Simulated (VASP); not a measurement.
Here is a VASP 6.6.1 calculation.

File INCAR:

```
PREC     = Accurate       # precision mode
ENCUT    = 520            # plane-wave cutoff, eV
EDIFF    = 1E-6           # SCF threshold, eV
ISMEAR   = 0              # smearing method
SIGMA    = 0.1            # smearing width, eV
LREAL    = False          # projectors in reciprocal space
LASPH    = True           # aspherical terms in the spheres
NELM     = 100            # most SCF steps
ALGO     = Fast           # electronic algorithm
ISIF     = 2              # what is computed and relaxed
LWAVE    = False          # write WAVECAR
LCHARG   = False          # write CHGCAR
LDIPOL   = True         
IDIPOL   = 3            
DIPOL    = 0.5 0.5 0.500
GGA      = PE             # functional
IVDW     = 12             # dispersion correction
NBANDS   = 11             # bands
```

KPOINTS

```
regular mesh
0
Gamma
  9 9 1
```

Contents of POSCAR:

```
C
1.0
    2.5795255378      0.0000000000      0.0000000000
   -1.2897627689      2.2339346454      0.0000000000
    0.0000000000      0.0000000000     28.0000000000
C
2
Direct
    0.3333333333      0.6666666667      0.5054285714
    0.6666666667      0.3333333333      0.4945714286
```

Potentials or basis: VASP PAW PBE potentials, release 64 (C).

Launch:

```console
$ cat potpaw_PBE.64/C/POTCAR > POTCAR
$ mpirun -np 1 vasp_std > vasp.out
```

(1) What does it give for the dispersion energy per atom?

(2) Predict the largest force.

(3) Estimate the band gap on the k mesh.

Results:

(1) -0.084 eV.

(2) 4.961 eV/Å.

(3) none (metal or under the smearing width).
